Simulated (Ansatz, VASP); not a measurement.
## Te in VASP and in Ansatz

File INCAR:

```
SYSTEM = Te
PREC = Accurate
ENCUT = 520
EDIFF = 1E-6
ISMEAR = -1
SIGMA = 0.05
LREAL = .False.
LASPH = .True.
NELM = 100
ALGO = Normal
ISIF = 2
LWAVE = .False.
LCHARG = .False.
GGA = PE
NBANDS = 9
```

KPOINTS

```
regular mesh
0
Gamma
  14 14 14
  0 0 0
```

The input POSCAR:

```
Te
1.0
   -1.9452744824      1.9452744824      1.9452744824
    1.9452744824     -1.9452744824      1.9452744824
    1.9452744824      1.9452744824     -1.9452744824
Te
1
Direct
    0.0000000000      0.0000000000      0.0000000000
```

Input for Ansatz:

```yaml
crystal:
  lattice:
    - [-1.9452744824, 1.9452744824, 1.9452744824]
    - [1.9452744824, -1.9452744824, 1.9452744824]
    - [1.9452744824, 1.9452744824, -1.9452744824]
  atoms:
    - { symbol: Te, position: [0.0, 0.0, 0.0] }
kpoints:
  mp_grid: { grid: [14, 14, 14] }
scf:
  occupations: { method: fermi_dirac, width: 0.05 }
hamiltonian:
  xc: pbe
  pseudopotentials: { kind: all_electron, lapw: { basis_error: 0.00025 } }
output:
  forces: true
  stress: true
  eigenvalues: true
```

Change from the starting cell: volume scaled by 1.03.

Alike in both runs: task single point; functional PBE; k mesh 14 × 14 × 14; occupations fermi-dirac, width 0.05 eV; no spin polarisation.

|  | VASP | Ansatz |
| --- | --- | --- |
| version | VASP 6.6.1 | Ansatz 0.2.0 |
| potentials or method | VASP PAW PBE potentials, release 64 (Te) | all-electron LAPW, scalar-relativistic |
| plane-wave cutoff (eV) | 520 | see its input |

```tsv
	VASP	Ansatz	Ansatz less VASP
pressure (GPa)	-1.6	-1.5	+0.10
```

Ansatz ran all-electron here, so the differences hold the error of VASP's frozen core and of both bases.

Spin-orbit coupling is left out, which matters for the levels of Te.
